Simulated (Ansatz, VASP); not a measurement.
## HfO2: VASP beside Ansatz

The input INCAR:

```
PREC = Accurate
ENCUT = 520
EDIFF = 1E-6
ISMEAR = -1
SIGMA = 0.05
LREAL = False
LASPH = True
NELM = 80
ALGO = Normal
ISIF = 2
LWAVE = False
LCHARG = False
GGA = PE
NBANDS = 18
```

Contents of KPOINTS:

```
regular mesh
0
Gamma
  11 11 11
```

Contents of POSCAR:

```
HfO2
1.0
    0.0000000000      2.4967024664      2.4967024664
    2.4967024664      0.0000000000      2.4967024664
    2.4967024664      2.4967024664      0.0000000000
Hf O
1 2
Direct
    0.0000000000      0.0000000000      0.0000000000
    0.2500000000      0.2500000000      0.2500000000
    0.7500000000      0.7500000000      0.7500000000
```

Input for Ansatz:

```yaml
crystal:
  lattice:
    - [0.0, 2.4967024664, 2.4967024664]
    - [2.4967024664, 0.0, 2.4967024664]
    - [2.4967024664, 2.4967024664, 0.0]
  atoms:
    - { symbol: Hf, position: [0.0, 0.0, 0.0] }
    - { symbol: O, position: [0.25, 0.25, 0.25] }
    - { symbol: O, position: [0.75, 0.75, 0.75] }
kpoints:
  mp_grid: { grid: [11, 11, 11] }
scf:
  occupations: { method: fermi_dirac, width: 0.05 }
hamiltonian:
  xc: pbe
  pseudopotentials: { kind: all_electron, lapw: { basis_error: 0.001 } }
output:
  forces: true
  stress: true
  eigenvalues: true
  populations: true
```

Change from the starting cell: volume scaled by 0.94, LAPW.

Alike in both runs: task single point; functional PBE; k mesh 11 × 11 × 11; occupations fermi-dirac, width 0.05 eV; no spin polarisation.

|  | VASP | Ansatz |
| --- | --- | --- |
| version | VASP 6.6.1 | Ansatz 0.2.0 |
| potentials or method | VASP PAW PBE potentials, release 64 (Hf_pv, O) | all-electron LAPW, scalar-relativistic |
| plane-wave cutoff (eV) | 520 | see its input |

|  | VASP | Ansatz | Ansatz less VASP |
| --- | --- | --- | --- |
| gap on the k mesh at the Fermi level (eV) | 4.00 | 3.97 | -0.037 |
| pressure (GPa) | 13.1 | 17.4 | +4.25 |

One of these differences is far larger than is usual between the two programs; its cause wasn't traced. Ansatz ran all-electron here, so the differences hold the error of VASP's frozen core and of both bases.

Caveats: spin-orbit coupling is left out, which moves the levels of the heavy elements; an odd mesh through Γ misses points on the zone boundary, where band edges often lie.
